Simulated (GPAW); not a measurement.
Write an ASE script for GPAW 26.7.0 that does the following.

| Property | Result |
| --- | --- |
| Task | single point |
| Functional | PBE |
| Potentials or basis | GPAW PAW data sets (gpaw-data 1.2.1) |
| Cutoff | 600 eV |
| Basis | pw |
| k mesh | 9 × 9 × 9 |
| Occupations | fermi-dirac, width 0.05 eV |
| Spin | no spin polarisation |
| Maxiter | 150 |

Se:

```
Se
1.0
     2.81056    0.00000    0.00000
     0.00000    2.81056    0.00000
     0.00000    0.00000    2.69814
Se
1
Direct
  0.00000 0.00000 0.00000
```

The cell isn't the ideal one: strain = -0.04.

The input as run:

run.py

```python
from ase import Atoms
from ase.dft.bandgap import bandgap
from ase.io import write
from ase.units import GPa
from gpaw import GPAW, PW

atoms = Atoms(['Se'],
              cell=[[2.81056302, 0.0, 0.0],
                    [0.0, 2.81056302, 0.0],
                    [0.0, 0.0, 2.6981404992]],
              scaled_positions=[[0.0, 0.0, 0.0]],
              pbc=True)

calc = GPAW(mode=PW(600),
            xc='PBE',
            kpts={'size': (9, 9, 9), 'gamma': True},
            occupations={'name': 'fermi-dirac', 'width': 0.05},
            nbands=9,
            convergence={'density': 1e-05, 'energy': 1e-05},
            maxiter=150,
            txt='gpaw.txt')
atoms.calc = calc
energy = atoms.get_potential_energy()
forces = atoms.get_forces()
stress = atoms.get_stress()
calc.write('gs.gpw')
write('result.traj', atoms)
print(f'Energy: {energy:.6f} eV')
print('Forces (eV/A):')
print(forces.round(4))
print('Stress (GPa):', (stress / GPa).round(3))
print('Fermi level:', round(calc.get_fermi_level(), 4), 'eV')
print(f'Gap: {bandgap(calc)[0]:.4f} eV, direct: {bandgap(calc, direct=True)[0]:.4f} eV')
```

Potentials or basis: GPAW PAW data sets (gpaw-data 1.2.1), pw.

The run is started by

```console
$ OMP_NUM_THREADS=1 python run.py
```

It gave:

```json
{
 "Pressure": "5.5 GPa",
 "Band gap on the k mesh": "none (metal or under the smearing width)"
}
```

Caveat: the density grid can change from cell to cell, which puts small steps into energies and stress.

Run time: 5.2 s on 1 thread of Arm Neoverse V2, on a shared host, peak memory 0.13 GiB.
